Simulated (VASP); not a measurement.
Write the native input for VASP 6.6.1 that does the following.

- Task: band structure
- Functional: PBE
- Potentials or basis: VASP PAW PBE potentials, release 64 (Si, Mg)
- Cutoff: 700 eV
- k mesh: 8 × 8 × 8
- Occupations: gaussian, width 0.02 eV
- Spin: no spin polarisation
- Further INCAR settings: ALGO = Fast; EDIFF = 1e-06; NBANDS = 11

The structure of Mg2Si lies in POSCAR:

```
Mg2Si                                   
1.0
   -0.0000000000      3.1797255322      3.1797255322
    3.1797255322      0.0000000000      3.1797255322
    3.1797255322      3.1797255322      0.0000000000
  Si              Mg            
     1     2
Direct
     0.0000000000000000    0.0000000000000000    0.0000000000000000
     0.2500000000000000    0.2500000000000000    0.2500000000000000
     0.7500000000000000    0.7500000000000000    0.7500000000000000
```

The cell was built by a generator and needn't be a form met in nature.

The input as run:

INCAR

```
SYSTEM = Mg2Si
  PREC = Accurate
  ENCUT = 700
  EDIFF = 1E-6
  ISMEAR = 0
  SIGMA = 0.02
  LREAL = .FALSE.
  LASPH = .TRUE.
  NELM = 60
  ALGO = Fast
  ISIF = 2
  LWAVE = .FALSE.
  LCHARG = .FALSE.
  GGA = PE
  NBANDS = 11
```

KPOINTS

```
Automatic mesh
0
G
  8 8 8
  0 0 0
```

KPOINTS_OPT

```
path GXWKGLUWLK,UX
10
line-mode
reciprocal
 0.0000000000  0.0000000000  0.0000000000  G
 0.5000000000  0.0000000000  0.5000000000  X

 0.5000000000  0.0000000000  0.5000000000  X
 0.5000000000  0.2500000000  0.7500000000  W

 0.5000000000  0.2500000000  0.7500000000  W
 0.3750000000  0.3750000000  0.7500000000  K

 0.3750000000  0.3750000000  0.7500000000  K
 0.0000000000  0.0000000000  0.0000000000  G

 0.0000000000  0.0000000000  0.0000000000  G
 0.5000000000  0.5000000000  0.5000000000  L

 0.5000000000  0.5000000000  0.5000000000  L
 0.6250000000  0.2500000000  0.6250000000  U

 0.6250000000  0.2500000000  0.6250000000  U
 0.5000000000  0.2500000000  0.7500000000  W

 0.5000000000  0.2500000000  0.7500000000  W
 0.5000000000  0.5000000000  0.5000000000  L

 0.5000000000  0.5000000000  0.5000000000  L
 0.3750000000  0.3750000000  0.7500000000  K

 0.6250000000  0.2500000000  0.6250000000  U
 0.5000000000  0.0000000000  0.5000000000  X
```

Potentials or basis: VASP PAW PBE potentials, release 64 (Si, Mg).

The run is started by

```sh
$ cat potpaw_PBE.64/Si/POTCAR potpaw_PBE.64/Mg/POTCAR > POTCAR
$ mpirun -np 1 vasp_std > vasp.out
```

Results of the run:

```
Pressure                : 0.0 GPa
Band gap on the k mesh  : 0.21 eV, indirect (least direct gap 1.85 eV)
Band gap along the path : 0.21 eV, indirect (least direct gap 1.85 eV)
```

It took 77 s on 1 thread of Intel(R) Xeon(R) Platinum 8488C (Sapphire Rapids) (shared host), peak memory 0.26 GiB.
